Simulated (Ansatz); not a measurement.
Equation of state of Be from a dense series

```yaml
crystal:
  lattice:
    - [-1.25312, 1.25312, 1.25312]
    - [1.25312, -1.25312, 1.25312]
    - [1.25312, 1.25312, -1.25312]
  atoms:
    - { symbol: Be, position: [0.00000, 0.00000, 0.00000] }
```

The cell is the one relaxed in the Materials Project (mp-20), not relaxed further here; entries there can be hypothetical.

All numbers below come from Ansatz 0.2.0, DFT, PBE, all-electron LAPW, scalar-relativistic.

Sampling and basis: a Γ-centred 23×23×23 k mesh, Fermi–Dirac smearing of 0.03 eV, basis error target 0.25 meV/atom, no spin polarisation.

The cell is scaled evenly. Fractional coordinates are held (clamped ions).

```csv
V (Å³/atom),P (GPa)
7.399,7.40
7.403,7.32
7.556,4.39
7.635,2.98
7.714,1.63
7.792,0.34
7.871,-0.90
7.950,-2.08
8.029,-3.22
8.107,-4.30
8.186,-5.34
```

(1) Fit a third-order Birch–Murnaghan curve to the pressures.

(2) Predict the pressure at the withheld volume, 8.343 Å³/atom.

Results:

(1) P = (3B0/2)(y^(7/2) − y^(5/2))[1 + (3/4)(B0′ − 4)(y − 1)] with y = (V0/V)^(2/3) fits within 0.01 GPa for V0 = 7.814 Å³/atom, B0 = 124.0 GPa and B0′ = 3.32.

(2) There y = 0.9572, so the fit gives -7.29 GPa; the run gave -7.29 GPa.
